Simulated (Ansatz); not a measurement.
BaTiO3:

```xyz
10
Lattice="4.0073 0.0000 0.0000 0.0000 4.0073 0.0000 0.0000 0.0000 8.0146" Properties=species:S:1:pos:R:3 pbc="T T T"
Ba    2.3139    2.3844    1.9229
Ba    2.0570    1.8276    6.1203
Ti    0.1419    4.0001    0.1061
Ti    3.8069    3.8918    4.1558
O     2.2804    3.7093    7.8525
O     1.7205    3.8733    4.0115
O     3.8827    2.3866    7.8876
O     3.8235    1.8548    4.1970
O     3.8544    0.0411    1.7952
O     0.1626    0.0749    6.0314
```

The cell isn't the ideal one: all atoms moved at random, sigma 0.15 Å a component.

```yaml
Program: Ansatz 0.2.0
Task: relaxation of cell and atoms
Functional: PBE
Dispersion: D3(BJ)-ATM
Potentials_or_basis: Ansatz PAW
Cutoff: "420 eV (not typed: the program's choice for these potentials)"
k_mesh: 7 × 7 × 4
Occupations: fermi-dirac, width 0.05 eV
Spin: no spin polarisation
```

At the start: volume 12.87 Å³/atom.

Problem. How do energy, volume and symmetry change on relaxing?

Solution. It ends after 11 steps and the volume is 13.01 Å³/atom (+1.1 %); space group Cmc2_1 (No. 36, to 0.05 Å).

The path:
```tsv
step	energy change (eV)	largest force (eV/Å)	volume (Å³)
1	0.0000	7.8759	128.70
2	-3.1881	3.7536	132.86
3	-4.3453	1.1706	129.72
4	-4.5542	0.0677	129.16
5	-4.5501	0.1024	130.85
6	-4.5567	0.0059	129.96
7	-4.5620	0.0059	129.96
8	-4.5619	0.0046	130.04
9	-4.5622	0.0046	130.04
10	-4.5622	0.0013	130.06
11	-4.5623	0.0013	130.06
```

Final structure:
```xyz
10
Lattice="3.9958 0.0031 0.0000 0.0031 3.9955 0.0000 0.0000 0.0000 8.1466" Properties=species:S:1:pos:R:3 pbc="T T T"
Ba    1.9898    1.9896    2.0806
Ba    2.0092    2.0089    6.1539
Ti   -0.0514    3.9413    0.1086
Ti    4.0534    4.0527    4.1819
O     2.0420    4.0232    8.1114
O     1.9600    3.9709    4.0382
O     4.0237    2.0416    8.1114
O     3.9710    1.9601    4.0381
O     3.9946    0.0019    1.9544
O     0.0013    0.0013    6.0277
```

Caveat: the plane-wave basis is chosen anew once the cell has moved, so the energies of steps on either side of that aren't comparable; the pressure holds a Pulay correction of +0.5 GPa for the finite cutoff.
